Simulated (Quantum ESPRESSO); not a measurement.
## Al2Pt under changes of volume

One of the cells (17.202 Å³/atom); the others are scaled copies at fixed shape and fractional positions:

```
CELL_PARAMETERS angstrom
0.00000 2.95500 2.95500
2.95500 0.00000 2.95500
2.95500 2.95500 0.00000
ATOMIC_POSITIONS crystal
Pt 0.00000 0.00000 0.00000
Al 0.75000 0.75000 0.75000
Al 0.25000 0.25000 0.25000
```

| Item | Value |
| --- | --- |
| Program | Quantum ESPRESSO 7.5 |
| Functional | PBE |
| Potentials or basis | SSSP 1.3 efficiency PBE |
| Cutoff | 748 eV |
| Density cutoff | 5987 eV |
| k mesh | 8 × 8 × 8 |
| Occupations | fermi-dirac, width 0.05 eV |
| Spin | no spin polarisation |

| volume (Å³/atom) | energy over the lowest point (meV/atom) | pressure (GPa) |
| --- | --- | --- |
| 16.170 | 48.01 | 12.3 |
| 16.514 | 25.51 | 8.6 |
| 16.858 | 10.51 | 5.3 |
| 17.202 | 2.24 | 2.4 |
| 17.546 | 0.00 | -0.3 |
| 17.890 | ? | ? |
| 18.234 | 11.21 | -4.8 |

**Question.** What does the run at 17.890 Å³/atom give?

**Answer.** Energy over the lowest point 3.18 meV/atom; pressure -2.7 GPa.

Worked out: A Birch-Murnaghan fit of order 3 (a polynomial in V^(-2/3)) to the other rows has its minimum at 17.51 Å³/atom with B0 = V·E''(V) = 130 GPa and B' = 4.5. It gives 3.18 meV/atom at 17.890 Å³/atom, against the run's 3.18, and -dE/dV = -2.7 GPa, against -2.7.

Energies are extrapolated to zero smearing.
